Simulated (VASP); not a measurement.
Set up this calculation in VASP 6.6.1, as the native input.

```
Task                   : single point
Functional             : PBE
Potentials or basis    : VASP PAW PBE potentials, release 64 (Si)
Cutoff                 : 520 eV
k mesh                 : 12 × 12 × 11
Occupations            : gaussian, width 0.013 eV
Spin                   : no spin polarisation
Further INCAR settings : ALGO = Fast; EDIFF = 1e-06; NBANDS = 8
```

The structure of Si lies in POSCAR:

```
Si
1.0
    2.6205428149      0.0000000000      0.0000000000
   -1.3102714075      2.2694566494      0.0000000000
    0.0000000000      0.0000000000      2.4663543900
Si
1
Direct
    0.0000000000      0.0000000000      0.0000000000
```

This isn't the form of Si at room conditions, which is diamond.

The input as run:

INCAR

```
SYSTEM = Si
  PREC = Accurate
  ENCUT = 520
  EDIFF = 1E-6
  ISMEAR = 0
  SIGMA = 0.013000000000000001
  LREAL = .FALSE.
  LASPH = .TRUE.
  NELM = 60
  ALGO = Fast
  ISIF = 2
  LWAVE = .FALSE.
  LCHARG = .FALSE.
  GGA = PE
  NBANDS = 8
```

KPOINTS

```
Automatic mesh
0
G
  12 12 11
  0 0 0
```

Potentials or basis: VASP PAW PBE potentials, release 64 (Si).

Launch:

```sh
$ cat potpaw_PBE.64/Si/POTCAR > POTCAR
$ mpirun -np 1 vasp_std > vasp.out
```

Results of the run:

| Property | Result |
| --- | --- |
| Pressure | 3.0 GPa |
| Band gap on the k mesh | none (metal or under the smearing width) |

Run time: 5.8 s on 1 thread of Intel(R) Xeon(R) Platinum 8488C (Sapphire Rapids), on a shared host, peak memory 0.12 GiB.
